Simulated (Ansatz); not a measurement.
**Gold (bcc) across density functionals**

All rows: Ansatz, plane waves with scalar-relativistic PAW, 420 eV (500 eV for the SCAN forms), relaxed under each functional, no dispersion correction, no zero-point motion. B₀ comes from uniform scaling at fixed shape; a dash is a value not given.

```
functional  V (Å³/atom)         cell  B₀ (GPa)     magnetic state  ΔE to fcc (meV/atom)
       PBE        18.01  a = 3.303 Å       137  spin not included                    18
    r²SCAN        17.58  a = 3.276 Å       150  spin not included                    20
    PBEsol        17.03  a = 3.242 Å       171  spin not included                    20
       LDA        16.59  a = 3.213 Å       190  spin not included                    23
    revPBE        18.40  a = 3.326 Å       123  spin not included                    18
      RPBE        18.56  a = 3.336 Å       117  spin not included                    18
      BLYP        19.55  a = 3.394 Å       101  spin not included                    11
```

LDA gives the smallest volume and BLYP the largest.
